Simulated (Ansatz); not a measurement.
Computed with DFT PBE, scalar-relativistic, plane waves, PAW (Ansatz). Several structures of SiW2 were relaxed, and the powder pattern of one of them was computed from 10° to 70° in 2θ (λ = 1.5406 Å; lines under 1 % are left out).

Cu Kα1 powder pattern (kinematic, no thermal factors).
```csv
2θ (°),relative intensity
13.10,18
24.80,28
26.37,6
31.14,12
33.93,15
37.85,100
38.94,16
40.02,35
42.69,32
44.63,54
44.84,2
45.60,3
50.88,2
53.77,6
58.16,13
58.83,3
59.14,10
59.94,22
64.19,5
64.94,1
66.46,21
67.80,2
69.06,4
```

Question: Which structure gives it?
A. Space group P4/mmm (No. 123), tetragonal, a = 2.996 Å, c = 5.479 Å. Si is surrounded by 8 W at 2.59 Å and 4 Si at 3.00 Å; around W lie 1 W at 2.49 Å, 4 Si at 2.59 Å and 5 W at 2.99–3.00 Å.
B. Space group P4/nmm (No. 129), tetragonal, a = 3.691 Å, c = 6.761 Å. Si has 9 W at 2.52–2.67 Å; W on a site of symmetry -4m2 has 4 W at 2.61 Å, 4 Si at 2.67 Å and 4 W at 2.95 Å; W on a site of symmetry 4mm has 5 Si at 2.52–2.64 Å, 4 W at 2.95 Å and 4 W at 3.38 Å.
C. Space group I4/mmm (No. 139), tetragonal, a = 3.212 Å, c = 8.656 Å. Si has 8 W at 2.68 Å, 2 W at 2.91 Å and 4 Si at 3.21 Å; W is surrounded by 4 Si at 2.68 Å, 5 W at 2.72–2.83 Å, 1 Si at 2.91 Å and 4 W at 3.21 Å.
D. Space group Pmmn (No. 59), orthorhombic, a = 3.170 Å, b = 4.233 Å, c = 6.754 Å. Si has 7 W at 2.46–2.67 Å, 2 W at 2.85 Å and 2 Si at 3.17 Å; around W on its first site lie 2 Si at 2.56 Å, 6 W at 2.65–2.79 Å, 2 Si at 2.85 Å and 4 W at 3.17–3.19 Å; W on its second site has 1 Si at 2.46 Å, 4 Si at 2.67 Å, 2 W at 2.79 Å and 8 W at 3.17–3.36 Å.

Answer: D. Its strongest line, at 2θ = 37.85°, has d = λ/(2 sin θ) = 2.375 Å and is the (1 1 1) reflection of the conventional Pmmn cell with a = 3.170 Å, b = 4.233 Å, c = 6.754 Å. The others have their strongest lines at 29.8° (A); 36.9° (B); 42.1° (C).

The cells needn't be stable.
